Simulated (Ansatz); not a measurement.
Mg:

```xyz
2
Lattice="3.2093 0.0000 0.0000 -1.6046 2.7793 0.0000 0.0000 0.0000 5.2103" Properties=species:S:1:pos:R:3 pbc="T T T"
Mg    1.6047    0.9264    3.9077
Mg    0.0000    1.8529    1.3026
```

* Program: Ansatz 0.2.0
* Task: relaxation of cell and atoms
* Functional: PBE
* Potentials or basis: all-electron LAPW, scalar-relativistic
* Basis error allowed: 0.001 eV/atom
* k mesh: 10 × 10 × 5
* Occupations: fermi-dirac, width 0.05 eV
* Spin: no spin polarisation

At the start: volume 23.24 Å³/atom.

Q: How do energy, volume and symmetry change on relaxing?

A: Over 5 steps the energy falls by 2.7 meV/atom and the volume is 23.01 Å³/atom (-1.0 %); space group P6_3/mmc (No. 194, to 0.05 Å).

The path:
```csv
step,energy change (eV),largest force (eV/Å),volume (Å³)
1,0.0000,0.0000,46.47
2,-0.0035,0.0000,46.06
3,-0.0054,0.0000,46.07
4,-0.0054,0.0000,46.03
5,-0.0055,0.0000,46.03
```

Final structure:
```
CELL_PARAMETERS angstrom
3.16757 0.00000 0.00000
-1.58379 2.74320 0.00000
0.00000 0.00000 5.29682
ATOMIC_POSITIONS crystal
Mg 0.66667 0.33333 0.75000
Mg 0.33333 0.66667 0.25000
```
